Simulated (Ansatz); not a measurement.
Input for Ansatz (plane-wave DFT, PAW):

```yaml
crystal:
  lattice:
    - [-2.63939425, 2.44539425, 2.44539425]
    - [2.44539425, -2.63939425, 2.44539425]
    - [2.44539425, 2.44539425, -2.63939425]
  atoms:
    - { symbol: Sr, position: [0.0, 0.0, 0.0] }
basis:
  ecutwfc: 420
kpoints:
  mp_grid: { grid: [12, 12, 12] }
hamiltonian:
  xc: pbesol
scf:
  occupations: { method: gaussian, width: 0.1 }
output:
  forces: true
  stress: true
  eigenvalues: true
```

Command:
```bash
ansatz run input.yaml --threads 1 --pin off --max-ram 1331MiB --backend cpu --events-out ev --progress --plain --runs-dir out
```

All numbers below come from Ansatz 0.2.0, DFT PBEsol, scalar-relativistic, plane waves, PAW.

Abridged output (iterations and final results):

```
SCF iter   1: F=—  HF=-3492.133480 eV  |F-HF|=—  |Δ(HF+E_count)|=         —  Δρ=1.34e-3  dr2=7.70e-4  ethr=1.77e-3  ⟨swp⟩=6.9  Hψ=15180  notcnv=0
SCF iter   2: F=—  HF=-3492.133996 eV  |F-HF|=—  |Δ(HF+E_count)|=   5.15e-4  Δρ=6.42e-4  dr2=2.49e-4  ethr=7.70e-6  ⟨swp⟩=2.6  Hψ=4218  notcnv=0
SCF iter   3: F=—  HF=-3492.134023 eV  |F-HF|=—  |Δ(HF+E_count)|=   2.74e-5  Δρ=1.54e-4  dr2=2.52e-5  ethr=2.49e-6  ⟨swp⟩=1.3  Hψ=1785  notcnv=0
SCF iter   4: F=—  HF=-3492.134020 eV  |F-HF|=—  |Δ(HF+E_count)|=   3.31e-6  Δρ=3.59e-5  dr2=7.66e-7  ethr=2.52e-7  ⟨swp⟩=1.8  Hψ=2126  notcnv=0
SCF iter   5: F=-3492.134020 eV  HF=-3492.134020 eV  |F-HF|=1.94e-8  |Δ(HF+E_count)|=   2.08e-7  Δρ=1.08e-5  dr2=3.16e-8  ethr=7.66e-9  ⟨swp⟩=2.3  Hψ=2520  notcnv=0
SCF iter   6: F=-3492.134020 eV  HF=-3492.134020 eV  |F-HF|=3.22e-10  |Δ(HF+E_count)|=   2.11e-8  Δρ=1.19e-6  dr2=5.98e-10  ethr=3.16e-10  ⟨swp⟩=4.1  Hψ=9092  notcnv=0
SCF 1 converged in 6 iterations: F = -3492.134020 eV  dr2 = 5.98e-10
SCF converged after 6 iterations
Free energy (F): -3492.134020 eV
Harris-Foulkes:  -3492.134020 eV  (|F-HF|=3.22e-10)
Internal energy: -3492.125167 eV  (E = F + TS)
E sigma→0 (E₀):  -3492.129593 eV
Entropy (-TS):   -0.008853 eV (-8.853 meV/atom)
Fermi energy:    4.573725 eV
--- Per-component energies (eV) ---
  E_band       = -141.566053
  E_kinetic    = 240.869339
  E_local      = -789.788656  (includes V_loc(G=0)·N_el)
  E_nonlocal   = 204.234056
  E_hartree    = 201.490627
  E_xc         = -169.130874
  E_vxc        = -158.140254  (∫ρ·V_xc dr)
  E_paw        = -2644.562904  (= ΣΔE_a)
  E_vpaw       = -41.721900  (= ΣTr[D̂ρ^β])
  E_aug_tail   = -0.000001  (compensation charges beyond the density's cutoff)
  E_ewald      = -535.371100
  E_core_change = 0.134347  (= ΣΔE_core)
  E_smearing   = -0.008853  (= −TS)
--- Forces (eV/Å), atoms counted from 1 ---
  atom   1  Sr     0.00000000     0.00000000     0.00000000
--- Stress (GPa, compression-positive) ---
       -1.079353       1.137820       1.137820
        1.137820      -1.079353       1.137820
        1.137820       1.137820      -1.079353
  P = ⅓ Tr σ = -1.0794 GPa (-10.794 kbar)
--- Band table (eV; the first three rows and the last of 189) ---
  k-point 0: bands = ["-32.0624", "-13.9750", "-13.9750", "-13.9376", "1.0427", "6.3365", "6.9845", "6.9845", "8.3796"]
  k-point 1: bands = ["-32.0611", "-13.9790", "-13.9743", "-13.9551", "1.1673", "6.4218", "6.8991", "7.0426", "8.0889"]
  k-point 2: bands = ["-32.0574", "-14.0083", "-13.9838", "-13.9722", "1.5288", "6.5285", "6.6702", "7.2233", "7.6422"]
  k-point 188: bands = ["-32.0366", "-14.1828", "-14.0485", "-14.0485", "4.5473", "4.5473", "8.0116", "8.0116", "8.0312"]
```

Self-consistency was reached.